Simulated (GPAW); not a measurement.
Runs of GPAW 26.7.0 on NaI. Symmetry: Fm-3m, No. 225, cubic system. The conventional cell has a = 6.473 Å, b = 6.473 Å, c = 6.473 Å, α = 90.00°, β = 90.00°, γ = 90.00°. I (site symmetry m-3m) is surrounded by 6 Na at 3.24 Å. Na (site symmetry m-3m) has 6 I at 3.24 Å as nearest neighbours. 

| task | level | potentials or basis | spin | cell | k mesh | cutoff (eV) | maxiter | optimizer | fmax | max steps | target pressure | gap on the mesh (eV) | pressure (GPa) | V0 of scaled cells (Å³/atom) | B0 (GPa) |
| --- | --- | --- | --- | --- | --- | --- | --- | --- | --- | --- | --- | --- | --- | --- | --- |
| relaxation of cell and atoms | PBEsol | PAW data sets generated in the run's folder for this functional, pw | off | relaxed to 2 GPa | 7 × 7 × 7 | 800 | 150 | BFGS | 0.02 eV/Å | 60 | 2 GPa | 3.87 | 1.9 | - | - |
| equation of state | WC | PAW data sets generated in the run's folder for this functional, pw | off | as given | 6 × 6 × 6 | 800 | 150 | - | - | - | - | - | - | 33.05 | 17 |
| relaxation of cell and atoms | PBEsol | PAW data sets generated in the run's folder for this functional, pw | off | relaxed to 20 GPa | 7 × 7 × 7 | 800 | 150 | BFGS | 0.02 eV/Å | 60 | 20 GPa | 4.16 | 19.9 | - | - |
| band structure | SCAN | GPAW PAW data sets (gpaw-data 1.2.1), pw | SOC, no magnetisation | as given | 6 × 6 × 6 | 800 | 150 | - | - | - | - | 4.00 | -0.2 | - | - |
| relaxation of cell and atoms | PBEsol | PAW data sets generated in the run's folder for this functional, pw | off | relaxed to 30 GPa | 7 × 7 × 7 | 800 | 150 | BFGS | 0.02 eV/Å | 60 | 30 GPa | 3.73 | 30.0 | - | - |
| equation of state | PBEsol | PAW data sets generated in the run's folder for this functional, pw | off | as given | 6 × 6 × 6 | 800 | 150 | - | - | - | - | - | - | 32.87 | 17 |
| equation of state | PBEsol+D4 | PAW data sets generated in the run's folder for this functional, pw | off | as given | 6 × 6 × 6 | 800 | 150 | - | - | - | - | - | - | 32.02 | 18 |
| single point | LDA | the program's PAW data sets (release 1.2.1) made for this functional, pw | off | as given | 6 × 6 × 6 | 600 | 120 | - | - | - | - | 3.34 | -1.6 | - | - |
| band structure | PBEsol | PAW data sets generated in the run's folder for this functional, pw | SOC, no magnetisation | as given | 6 × 6 × 6 | 800 | 150 | - | - | - | - | 3.13 | -0.5 | - | - |
| relaxation of cell and atoms | PBEsol | PAW data sets generated in the run's folder for this functional, pw | off | relaxed to 10 GPa | 7 × 7 × 7 | 800 | 150 | BFGS | 0.02 eV/Å | 60 | 10 GPa | (b) | 10.0 | - | - |
| equation of state | optPBE-vdW | GPAW PAW data sets (gpaw-data 1.2.1), pw | off | as given | 6 × 6 × 6 | 800 | 150 | - | - | - | - | - | - | (a) | 16 |
| relaxation of cell and atoms | PBEsol | PAW data sets generated in the run's folder for this functional, pw | off | relaxed to 5 GPa | 7 × 7 × 7 | 800 | 150 | BFGS | 0.02 eV/Å | 60 | 5 GPa | 4.21 | 5.0 | - | - |

Alike in all rows: smearing fermi-dirac 0.05 eV.

Q: Estimate the missing entries.

A: (a) 34.84; (b) 4.65.

Caveats: spin-orbit coupling is left out, which moves the levels of the heavy elements (some runs); later steps reuse the first step's grids (some runs); the volume moved by over 15 % at a fixed basis, so the end points are rough (some runs); an odd mesh through Γ misses points on the zone boundary, where band edges often lie (some runs); spin-orbit coupling was added after a scalar SCF, so levels and gaps hold it while energy, forces, pressure and moments don't (some runs); this program's spin-orbit splittings come out too wide for heavy elements (some runs); the PAW data sets were made with another functional, which shifts forces and pressure a little (some runs).

A k mesh can miss the band edges, and rows without SOC leave out spin-orbit coupling on I.

Runs at the PBE level aren't shown here.
